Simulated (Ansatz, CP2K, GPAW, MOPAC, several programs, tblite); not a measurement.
# ZrSe2: cheap methods against density-functional theory, part 2 of 2

Aim: run ZrSe2 through methods of unlike cost and see what each gets, and at what price.

Several programs; a static lattice, no spin polarisation. Earlier steps stand in the parts before.

## 5. GFN2-xTB (tight binding, tblite 0.8.0)

The input, run.py:

```python
import json
from ase import Atoms
from ase.build import make_supercell
from ase.units import Bohr, GPa, Hartree
from tblite.interface import Calculator

atoms = Atoms(['Zr', 'Se', 'Se'],
              cell=[[3.788112, -0.0, 0.0], [-1.894056, 3.280602, -0.0], [0.0, -0.0, 6.180063]],
              scaled_positions=[[0.0, 0.0, 0.0], [0.333333, 0.666667, 0.25381], [0.666667, 0.333333, 0.74619]],
              pbc=True)
cluster = make_supercell(atoms, [[3, 0, 0], [0, 3, 0], [0, 0, 2]])
calc = Calculator('GFN2-xTB', cluster.numbers, cluster.positions / Bohr, lattice=cluster.cell[:] / Bohr, periodic=cluster.pbc)
calc.set('temperature', 0.02 / Hartree)
calc.set('max-iter', 150)
res = calc.singlepoint()
levels = res.get('orbital-energies') * Hartree
nv = round(res.get('orbital-occupations').sum() / 2)
cells = len(cluster) // len(atoms)
out = {'energy_per_cell': res.get('energy') * Hartree / cells, 'homo': levels[nv - 1], 'lumo': levels[nv],
       'stress': (-res.get('virial') * Hartree / cluster.get_volume() / GPa).tolist(), 'charges': res.get('charges')[:len(atoms)].tolist(), 'electrons': 2 * nv / cells}
json.dump(out, open('results.json', 'w'))
for key, value in out.items():
    print(key, value)
```

Launch:

```
$ python run.py
```

The log of the run:

```text
------------------------------------------------------------
  cycle        total energy    energy error   density error
------------------------------------------------------------
      1     -143.8175103017  -1.4432549E+02   7.6854806E-01
      2     -146.0305003525  -2.2129901E+00   4.2309384E-01
      3     -146.0585286776  -2.8028325E-02   1.1759110E-01
      4     -146.1005651835  -4.2036506E-02   3.8342212E-02
      5     -146.1147518031  -1.4186620E-02   2.5252772E-02
      6     -146.1169146262  -2.1628231E-03   7.3121501E-03
      7     -146.1173731155  -4.5848925E-04   1.8274175E-03
      8     -146.1173872133  -1.4097796E-05   7.4464911E-04
      9     -146.1173963581  -9.1448505E-06   7.0384635E-04
     10     -146.1174006308  -4.2726630E-06   3.4621811E-04
     11     -146.1174012234  -5.9257701E-07   2.4814486E-04
     12     -146.1174015348  -3.1141184E-07   1.7062772E-04
     13     -146.1174015993  -6.4552438E-08   1.4960206E-04
     14     -146.1174017349  -1.3556422E-07   8.6354663E-05
     15     -146.1174017740  -3.9111114E-08   4.5476919E-05
     16     -146.1174017957  -2.1686958E-08   7.0935319E-06
------------------------------------------------------------

 total:                                   6.401 sec
energy_per_cell -220.8920569522127
homo -11.925457615765431
lumo -11.119723586975852
stress [[8.042690745884485, -0.00013498893523090384, 3.008832848577404e-05], [-0.00013498893523082955, 8.042520013731888, -6.750200282956235e-05], [3.008832848579904e-05, -6.750200282958508e-05, -6.273880841324492]]
charges [1.0776601586279089, -0.5389436805394999, -0.5389284665239372]
electrons 16.0
```

Wall time 6.9 s (1 thread of Intel Xeon Platinum 8488C (Sapphire Rapids), shared host); peak memory 0.12 GiB.

Gap 0.81 eV; pressure 3.3 GPa. The 54 atoms of the cluster fold only a few k-points onto the zone centre, so gap and energy may not be converged in the cluster's size.

Further single points at scaled volumes (the reference cell, shape and fractional coordinates held; logs not shown):

```
volume (Å³/atom)  energy (meV/atom, from the lowest)
           22.53                               171.4
           24.06                                67.3
           25.60                                15.9
           27.14                                 0.0
           28.67                                 9.2
```

A third-order Birch-Murnaghan fit gives V₀ = 27.25 Å³ an atom and B₀ = 44 GPa, with shape and fractional coordinates held. In a layered crystal such scaling stretches the stiff bonds within the layers too, so it hides the weak binding between them.

## 6. PBE/single-zeta (small basis, GPAW 26.7.0)

A small atomic basis brings errors of its own in gap and pressure, and the grid adds noise to the pressure.

The input, run.py:

```python
import json
from ase import Atoms
from gpaw import GPAW, PW, FermiDirac

atoms = Atoms(['Zr', 'Se', 'Se'],
              cell=[[3.788112, -0.0, 0.0], [-1.894056, 3.280602, -0.0], [0.0, -0.0, 6.180063]],
              scaled_positions=[[0.0, 0.0, 0.0], [0.333333, 0.666667, 0.25381], [0.666667, 0.333333, 0.74619]],
              pbc=True)
calc = GPAW(mode='lcao', basis='sz(dzp)', h=0.2, xc='PBE', kpts={'size': (6, 6, 4), 'gamma': True},
            occupations=FermiDirac(0.02), maxiter=100, legacy_gpaw=True, txt='gpaw.txt')
atoms.calc = calc
res = {'energy': atoms.get_potential_energy(force_consistent=True)}
res['electrons'] = calc.get_number_of_electrons()
res['k'] = calc.get_ibz_k_points().tolist()
res['levels'] = [calc.get_eigenvalues(kpt=i).tolist() for i in range(len(res['k']))]
points = [[0.0, 0.0, 0.0], [0.5, 0.0, 0.0], [0.333333, 0.333333, 0.0], [0.0, 0.0, 0.5], [0.5, 0.0, 0.5], [0.333333, 0.333333, 0.5], [-0.046875, 0.020833, 0.0], [0.0, 0.5, 0.5]]
bands = calc.fixed_density(kpts=points, symmetry='off', txt='bands.txt')
res['points'] = [bands.get_eigenvalues(kpt=i).tolist() for i in range(len(points))]
json.dump(res, open('results.json', 'w'))
print('free energy (eV):', round(res['energy'], 5))
```

Launch:

```
$ python run.py
```

The log of the run, shortened:

```text
[...]
    cutoffs:
[...]
  Total Charge: 0.000000
[...]
Number of atoms: 3
[...]
Number of bands in calculation: 19
Number of valence electrons: 24
[...]
iter:   1   -16.894495        c
[...]
iter:   8   -16.572157c       c -4.15c
Converged after 8 iterations.
Dipole moment: (-0.439047, -0.760449, -1.818069) |e|*Ang
Energy contributions relative to reference atoms: (reference = -230100.635496)
Kinetic:        +14.555266
Potential:      -15.912011
External:        +0.000000
XC:             -15.453775
Entropy (-ST):   -0.000053
Local:           +0.238389
SIC:             +0.000000
--------------------------
Free energy:    -16.572183
Extrapolated:   -16.572157
[...]
 Kpt  Band  Eigenvalues  Occupancy
  0    10      5.66999    2.00000
  0    11      5.85293    1.96636
  0    12      6.55136    0.00000
  0    13      6.55233    0.00000
  1    10      5.58274    2.00000
  1    11      5.58490    2.00000
  1    12      6.54309    0.00000
  1    13      6.54407    0.00000
Fermi level: 5.93429
Gap: 0.185 eV
Transition (v -> c):
  (s=0, k=0, n=11, [0.00, 0.00, 0.00]) -> (s=0, k=75, n=12, [0.50, 0.50, 0.50])
Direct/indirect transitions are different
Direct gap: 0.698 eV
Transition at: (s=0, k=0, n=11, [0.00, 0.00, 0.00])
free energy (eV): -16.57218
```

It took 58 s on 1 thread of Intel Xeon Platinum 8488C (Sapphire Rapids), shared host; peak memory 0.17 GiB.

Gap 0.18 eV.

## 7. coarse PBE (low cutoff and mesh, Ansatz 0.2.0)

The input, input.yaml:

```yaml
crystal:
  lattice:
    - [3.7881123247, 0.0, 0.0]
    - [-1.8940561623, 3.2806015056, 0.0]
    - [0.0, 0.0, 6.1800627135]
  atoms:
    - { symbol: Zr, position: [0.0, 0.0, 0.0] }
    - { symbol: Se, position: [0.3333333333, 0.6666666667, 0.2538098215] }
    - { symbol: Se, position: [0.6666666667, 0.3333333333, 0.7461901785] }
kpoints:
  mp_grid: { grid: [6, 6, 2] }
  band_path:
    path:
      - [0.0, 0.0, 0.0]
      - [0.5, 0.0, 0.0]
      - [0.3333333333, 0.3333333333, 0.0]
      - [0.0, 0.0, 0.5]
      - [0.5, 0.0, 0.5]
      - [0.3333333333, 0.3333333333, 0.5]
      - [-0.046875, 0.020833, 0.0]
      - [0.0, 0.5, 0.5]
    npoints: 1
hamiltonian:
  xc: pbe
scf:
  occupations: { method: fermi_dirac, width: 0.02 }
  n_extra_bands: 4
output:
  forces: true
  stress: true
  eigenvalues: true
basis:
  ecutwfc: 260
```

Launch:

```
$ ansatz run input.yaml --threads 2 --pin off --max-ram 3686MiB --backend cpu --events-out ev --progress --plain --runs-dir out
```

The log of the run, shortened:

```text
Warning: basis.ecutwfc = 260 eV is below the records' recommended 420 eV, and the density's cutoff is lower with it unless basis.ecutrho_ratio is high enough to keep the records' density cutoff: compare with a run at a higher cutoff
Warning: RAYON_NUM_THREADS=2 ignored (pool sized by the plan → 2); use --threads N
scf.n_extra_bands = 4 over 22 filled bands (N_el = 44.0): the run solves 26 bands
[...]
Pseudopotentials: kind: paw
Pseudopotential: Zr, paw, valence charge 12, recommended cutoff 420 eV (normal), Zr.paw.azcp
Pseudopotential: Se, paw, valence charge 16, recommended cutoff 420 eV (normal), Se.paw.azcp
Functional definition: PBE
[...]
Crystal: 3 atoms, lattice volume = 76.801 Å³
Basis set: ecut = 260 eV, 713 PW (Γ), exchange–correlation on 40×40×72 points (8 copies of the dense FFT grid, shifted against one another)
Bands: 26, of which v1, the nominal top of the filled ones, is band 22 counted from 1 (21 counted from 0)
Symmetry: 12 space group operations
Space group: P-3m1 (ITA 164), of the structure as read, at distance tolerance 4.3e-5 Å
k-points: 14 of 72
[...]
SCF iter   1: F=—  HF=-15125.444388 eV  |F-HF|=—  |Δ(HF+E_count)|=         —  Δρ=3.86e-3  dr2=6.97e-3  ethr=1.77e-3  ⟨swp⟩=5.5  Hψ=1367  notcnv=0
[...]
SCF iter   7: F=-15125.394478 eV  HF=-15125.394478 eV  |F-HF|=1.29e-8  |Δ(HF+E_count)|=   8.98e-8  Δρ=2.85e-6  dr2=1.44e-8  ethr=2.27e-10  ⟨swp⟩=4.0  Hψ=1118  notcnv=0
[...]
NSCF: frozen V_eff on 8 k-points
SCF converged after 7 iterations
Free energy (F): -15125.394478 eV
[...]
E sigma→0 (E₀):  -15125.394472 eV
Entropy (-TS):   -0.000013 eV (-0.004 meV/atom)
Fermi energy:    8.964908 eV
[...]
--- Forces (eV/Å), atoms counted from 1 ---
  atom   1  Zr     0.00000000     0.00000000     0.00000000
  atom   2  Se    -0.00000000    -0.00000000     0.10816923
  atom   3  Se     0.00000000     0.00000000    -0.10816923
[...]
--- Stress (GPa, compression-positive) ---
        1.498687       0.000000       0.000000
        0.000000       1.498687      -0.000000
        0.000000      -0.000000       2.253896
  P = ⅓ Tr σ = 1.7504 GPa (17.504 kbar)
--- Band table (eV; the first three rows and the last of 14) ---
[... band rows left out ...]
[...]
```

Wall time 0.59 s (2 threads of Intel Xeon Platinum 8488C (Sapphire Rapids), shared host); peak memory 0.36 GiB.

Gap 0.29 eV; pressure 1.8 GPa.

Further single points at scaled volumes (the reference cell, shape and fractional coordinates held; logs not shown):

```csv
volume (Å³/atom),"energy (meV/atom, from the lowest)"
23.55,73.1
24.58,22.7
25.60,4.9
26.62,0.0
27.65,16.2
28.67,48.0
```

No fit is made from these points.

## 8. r2SCAN (plane waves, Ansatz 0.2.0)

Edit input.yaml of step 7 so:

```diff
@@ -10,3 +10,3 @@
 kpoints:
-  mp_grid: { grid: [6, 6, 2] }
+  mp_grid: { grid: [12, 12, 4] }
   band_path:
@@ -23,5 +23,5 @@
 hamiltonian:
-  xc: pbe
+  xc: r2scan
 scf:
-  occupations: { method: fermi_dirac, width: 0.02 }
+  occupations: { method: fixed }
   n_extra_bands: 4
@@ -31,3 +31 @@
   eigenvalues: true
-basis:
-  ecutwfc: 260
```

Launch:

```
$ ansatz run input.yaml --threads 2 --pin off --max-ram 3686MiB --backend cpu --events-out ev --progress --plain --runs-dir out
```

The log of the run, shortened:

```text
Warning: RAYON_NUM_THREADS=2 ignored (pool sized by the plan → 2); use --threads N
scf.n_extra_bands = 4 over 22 filled bands (N_el = 44.0): the run solves 26 bands
[...]
[... 1 set-up line as earlier in the session ...]
Pseudopotential: Zr, paw, valence charge 12, recommended cutoff 500 eV (meta_gga), Zr.paw.azcp
Pseudopotential: Se, paw, valence charge 16, recommended cutoff 500 eV (meta_gga), Se.paw.azcp
Functional definition: r2SCAN
[...]
Crystal: 3 atoms, lattice volume = 76.801 Å³
Basis set: ecut = 500 eV, 1943 PW (Γ), exchange–correlation on 120×120×192 points (64 copies of the dense FFT grid, shifted against one another)
Bands: 26, of which v1, the nominal top of the filled ones, is band 22 counted from 1 (21 counted from 0)
[... 2 set-up lines as earlier in the session ...]
k-points: 69 of 576
[...]
SCF iter   1: F=—  HF=-15156.018764 eV  |F-HF|=—  |Δ(HF+E_count)|=         —  Δρ=1.02e-2  dr2=2.34e-1  dr2_τ=2.28e-2  ethr=1.77e-3  ⟨swp⟩=4.2  Hψ=5912  notcnv=0  defer=72
[...]
SCF iter   7: F=-15156.008409 eV  HF=-15156.008410 eV  |F-HF|=2.28e-8  |Δ(HF+E_count)|=   2.13e-7  Δρ=5.36e-6  dr2=6.15e-8  dr2_τ=2.19e-9  ethr=2.27e-10  ⟨swp⟩=6.5  Hψ=8274  notcnv=0
[...]
NSCF: frozen V_eff on 8 k-points
SCF converged after 7 iterations
Free energy (F): -15156.008409 eV
[...]
E sigma→0 (E₀):  -15156.008409 eV
Fermi energy:    8.594113 eV
[...]
--- Forces (eV/Å), atoms counted from 1 ---
  atom   1  Zr    -0.00000000    -0.00000000     0.00000000
  atom   2  Se    -0.00000000    -0.00000000    -0.03478397
  atom   3  Se     0.00000000     0.00000000     0.03478397
[...]
--- Stress (GPa, compression-positive) ---
        0.929807      -0.000000       0.000000
        0.000000       0.929807      -0.000000
        0.000000      -0.000000       0.946760
  P = ⅓ Tr σ = 0.9355 GPa (9.355 kbar)
--- Band table (eV; the first three rows and the last of 69) ---
[... band rows left out ...]
[...]
```

It took 5.4 s on 2 threads of Intel Xeon Platinum 8488C (Sapphire Rapids), shared host; peak memory 0.69 GiB.

Gap 0.61 eV; pressure 0.9 GPa.

## 9. All methods side by side

Run the same way but not shown above: PBE/DZVP, PBE/SZV, GLLB-SC, PBE.

Gap and time are those of the single point on the reference cell; the volume comes from each method's relaxation, or else from its energy curve; the modulus is at fixed shape. Times are rough (shared host). GLLB-SC's gap includes its derivative discontinuity.

```
           method                 kind  gap (eV)  volume (Å³/atom)  B₀ (GPa)  atoms computed  CPU time
              PM6       semi-empirical      3.22                 –         –              54      13 s
              PM7       semi-empirical         –                 –         –              54      47 s
GFN1-xTB (tblite)        tight binding      0.42             25.01        68              54     4.7 s
GFN2-xTB (tblite)        tight binding      0.81             27.25        44              54     6.9 s
         PBE/DZVP          small basis      0.29             26.18        77               3      29 s
  PBE/single-zeta          small basis      0.18                 –         –               3      58 s
          PBE/SZV          small basis      0.11             26.61        77               3      13 s
       coarse PBE  low cutoff and mesh      0.29                 –         –               3       1 s
          GLLB-SC      model potential      1.03                 –         –               3      38 s
              PBE          plane waves      0.31                 –         –               3     5.6 s
           r2SCAN          plane waves      0.61                 –         –               3      11 s
```

## 10. What came out

This closing draws on all 2 parts.

```
                                      quantity                                                                     value
                                        r2SCAN                                                               gap 0.61 eV
gap: nearest and farthest of the other methods  GFN1-xTB (tblite), GFN2-xTB (tblite) (about 0.19 eV off); PM6 (+2.61 eV)
```

**Reading.** For the gap (full PBE left aside), GFN1-xTB (tblite), GFN2-xTB (tblite) tie for nearest to r2SCAN; PM6 is farthest. A minimal basis or a coarse cutoff and mesh shifts results by its own error, so closeness to r2SCAN can be chance. Cluster runs see only the k-points that fold onto the zone centre, so their gaps can miss the band edges. GLLB-SC is compared with its derivative discontinuity added. PM7 ended in an unphysical state and is left out of the comparison. No r2SCAN modulus is at hand, so moduli aren't ranked. CPU times run from 1 s (coarse PBE) to 58 s (PBE/single-zeta). On this cell PM6, PM7, PBE/DZVP, PBE/single-zeta, PBE/SZV, GLLB-SC cost more than r2SCAN itself (11 s), so they are no saving here. r2SCAN is a yardstick, not the truth: it usually gives gaps below the measured ones. Against the measured gap of ZrSe2, 1.2 eV (indirect; quoted in “Stress-Tuned Optical Transitions in Layered 1T-MX2 (M= Hf, Zr, Sn; X= S, Se) Crystals”, 2022, arxiv:2210.12074), the calculated 0.61 eV is off by -0.59 eV. That value is r2SCAN's. Of all methods here GLLB-SC lies nearest to the measured gap (1.03 eV).
